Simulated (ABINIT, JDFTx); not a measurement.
This is a calculation of FeO (Wuestite) for ABINIT 10.8.3 (patched build). 

File run.abi:

```
# Pseudopotentials
pp_dirpath "./"
pseudos "Fe.GGA_PBE-JTH.xml, O.GGA_PBE-JTH.xml"

# Structure
acell 3*1.0 Angstrom
rprim
     1.5188209023     0.8768916568     2.5195772846
    -1.5188209023     0.8768916568     2.5195772846
     0.0000000000    -1.7537833136     2.5195772846
ntypat 2
znucl 26 8
natom 2
typat 1 2
xred
     0.0000000000     0.0000000000     0.0000000000
     0.5000000000     0.5000000000     0.5000000000

# Plane-wave basis
ecut 26.0
pawecutdg 48.0
pawxcdev 0

# k points
kptopt 1
ngkpt 11 11 11
nshiftk 1
shiftk 0.0 0.0 0.0

# Exchange and correlation
ixc -116133

# Bands and occupations
nband 16
occopt 3
tsmear 0.00183747

# Spin
nsppol 2
spinat
     0.0000000000     0.0000000000     3.0000000000
     0.0000000000     0.0000000000     0.0000000000

# SCF cycle
nstep 100
tolvrs 1.0e-9

# Output
iomode 3
prtwf 0
prteig 0
prtebands 0
prtden 1
prtvha 1
prtvclmb 1
prtpot 1
```

Potentials or basis: JTH PAW PBE v2.0.

The run is started by

```bash
$ abinit run.abi > log 2>&1
```

What does the same run look like in JDFTx 1.7.0 (patched build)? Potentials or basis there: PseudoDojo-SR-PBEsol-0.4.1-standard with smoothed tails, cutoff 1225 eV.

As run (cutoffs and basis follow the program's own potentials, and thresholds, step limits or extra output files can differ):

The input FeO.in:

```
lattice \
    2.8701555377    -2.8701555377     0.0000000000 \
    1.6570850723     1.6570850723    -3.3141701446 \
    4.7613110177     4.7613110177     4.7613110177
coords-type Lattice
ion Fe     0.0000000000     0.0000000000     0.0000000000 1
ion O      0.5000000000     0.5000000000     0.5000000000 1

ion-species pseudo/Fe.upf
ion-species pseudo/O.upf
elec-cutoff 45 360
elec-ex-corr gga-PBEsol
kpoint-folding 11 11 11
elec-smearing Fermi 0.0018374661
elec-n-bands 19
spintype z-spin
initial-magnetic-moments Fe 3
elec-initial-magnetization 3 no
electronic-SCF nIterations 100 energyDiffThreshold 1e-09
electronic-minimize nIterations 30 energyDiffThreshold 1e-7
converge-empty-states yes
forces-output-coords Cartesian

dump-name run.$VAR
dump End Ecomponents EigStats BandEigs Kpoints Forces Stress ElecDensity Dtot
```

Potentials or basis: PseudoDojo-SR-PBEsol-0.4.1-standard with smoothed tails.

Run with:

```bash
$ jdftx -c 1 -i FeO.in -o FeO.out
```

Both were run:

|  | ABINIT | JDFTx |
| --- | --- | --- |
| Pressure | -9.9 GPa | -10.1 GPa |
| Net moment | 4.00 μB per cell | 4.00 μB per cell |

ABINIT's potentials were made for PBE.

The magnetic state is the one that the start led to; the real crystal's order can differ.

Pressure is positive in compression.
